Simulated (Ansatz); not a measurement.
**AlCu under changes of volume**

One of the cells (13.466 Å³/atom); the others are scaled copies at fixed shape and fractional positions:

```
Cu Al
1.0
     2.99751    0.00000    0.00000
     0.00000    2.99751    0.00000
     0.00000    0.00000    2.99751
Cu Al
1 1
Direct
  0.50000 0.50000 0.50000
  0.00000 0.00000 0.00000
```

The cell comes from a database or a generator and needn't be the stable form of this composition.

* Program: Ansatz 0.2.0
* Functional: LDA
* Potentials or basis: Ansatz PAW
* Cutoff: 420 eV (not typed: the program's choice for these potentials)
* k mesh: 9 × 9 × 9
* Occupations: fermi-dirac, width 0.05 eV
* Spin: no spin polarisation

| volume (Å³/atom) | energy over the lowest point (meV/atom) | pressure (GPa) |
| --- | --- | --- |
| 12.658 | 0.00 | -1.6 |
| 12.928 | 4.96 | -4.2 |
| 13.197 | 13.97 | -6.5 |
| 13.466 | 26.57 | -8.5 |
| 13.736 | ? | ? |
| 14.005 | 60.93 | -11.8 |
| 14.274 | 82.01 | -13.2 |

Problem. What does the run at 13.736 Å³/atom give?

Solution. Energy over the lowest point 42.34 meV/atom; pressure -10.3 GPa.

Worked out: A Birch-Murnaghan fit of order 3 (a polynomial in V^(-2/3)) to the other rows has its minimum at 12.50 Å³/atom, just outside them, with B0 = V·E''(V) = 135 GPa and B' = 4.6. It gives 42.37 meV/atom at 13.736 Å³/atom, against the run's 42.34, and -dE/dV = -10.3 GPa, against -10.3.

Energies are extrapolated to zero smearing.

Caveats: the PAW data sets come from PBE, with cores solved anew for the run's functional, which leaves a small shift of forces and pressure.
